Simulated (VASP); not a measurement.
Write the native input for VASP 6.6.1 that does the following.

| Property | Result |
| --- | --- |
| Task | single point |
| Functional | r2SCAN |
| Potentials or basis | VASP PAW PBE potentials, release 64 (O) |
| Cutoff | 520 eV |
| k mesh | 18 × 18 × 18 |
| Occupations | gaussian, width 0.15 eV |
| Spin | no spin polarisation |
| Dipole correction | no |
| Further INCAR settings | ALGO = Normal; EDIFF = 1e-06; NBANDS = 13 |

Crystal: O.

```
O
1.0
     0.00000    2.17086    2.17086
     2.17086    0.00000    2.17086
     2.17086    2.17086    0.00000
O
2
Direct
  0.25000 0.25000 0.25000
  0.00000 0.00000 0.00000
```

The real solid is made of molecules; this cell is a model form.

One way to write it, as run:

POSCAR

```
O
1.0
    0.0000000000      2.1708564400      2.1708564400
    2.1708564400      0.0000000000      2.1708564400
    2.1708564400      2.1708564400      0.0000000000
O
2
Direct
    0.2500000000      0.2500000000      0.2500000000
    0.0000000000      0.0000000000      0.0000000000
```

INCAR.step1

```
ALGO = Normal
EDIFF = 1E-4
ENCUT = 520
GGA = PE
ISMEAR = 0
LASPH = True
LCHARG = False
LREAL = False
LWAVE = True
NBANDS = 13
NELM = 100
PREC = Accurate
SIGMA = 0.15
```

INCAR.step2

```
ALGO = Normal
EDIFF = 1E-6
ENCUT = 520
ISIF = 2
ISMEAR = 0
ISTART = 1
LASPH = True
LCHARG = True
LELF = True
LMIXTAU = True
LREAL = False
LVHAR = True
LWAVE = False
METAGGA = R2SCAN
NBANDS = 13
NELM = 100
PREC = Accurate
SIGMA = 0.15
```

KPOINTS

```
k-points
0
Gamma
  18 18 18
```

Potentials or basis: VASP PAW PBE potentials, release 64 (O).

Command:

```bash
$ cat potpaw_PBE.64/O/POTCAR > POTCAR
$ cp INCAR.step1 INCAR
$ mpirun -np 1 vasp_std > vasp.out
$ cp INCAR.step2 INCAR
$ mpirun -np 1 vasp_std > vasp.out
```

Results of the run:

- Pressure: 0.8 GPa
- Band gap on the k mesh: none (metal or under the smearing width)

Caveat: spin is off for a triplet molecule; the PAW data sets were made with another functional, which shifts forces and pressure a little.

Run time: 78 s on 1 thread of Intel(R) Xeon(R) Platinum 8488C (Sapphire Rapids), on a shared host, peak memory 0.15 GiB.
